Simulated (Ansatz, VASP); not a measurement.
One calculation of Al, two programs

```xyz
1
Lattice="0.0000 2.0248 2.0248 2.0248 0.0000 2.0248 2.0248 2.0248 0.0000" Properties=species:S:1:pos:R:3 pbc="T T T"
Al    0.0000    0.0000    0.0000
```

Alike in both runs: task relaxation of cell and atoms; functional RPBE; k mesh 18 × 18 × 18; occupations gaussian, width 0.1 eV; no spin polarisation.

|  | VASP | Ansatz |
| --- | --- | --- |
| version | VASP 6.6.1 | Ansatz 0.2.0 |
| potentials or method | VASP PAW PBE potentials, release 64 (Al) | scalar-relativistic, plane waves, PAW |
| plane-wave cutoff (eV) | 600 | 420 |
| valence electrons in the cell | 3 | 3 |

|  | VASP | Ansatz | Ansatz less VASP |
| --- | --- | --- | --- |
| gap on the k mesh at the Fermi level, each at its own relaxed structure (eV) | none | none | - |
| relaxed volume (Å³/atom) | 16.77 | 16.81 | +0.041 |
| relaxed cell length with the largest relative difference (Å) | 2.873 | 2.875 | +0.0024 |

A gap of «none» marks a metal or a gap that the smearing closes.

Caveats: the PAW data sets were made with another functional, which shifts forces and pressure a little (VASP). RPBE and its kin give volumes clearly too large for solids. Zero-point motion and thermal expansion aren't in these numbers.
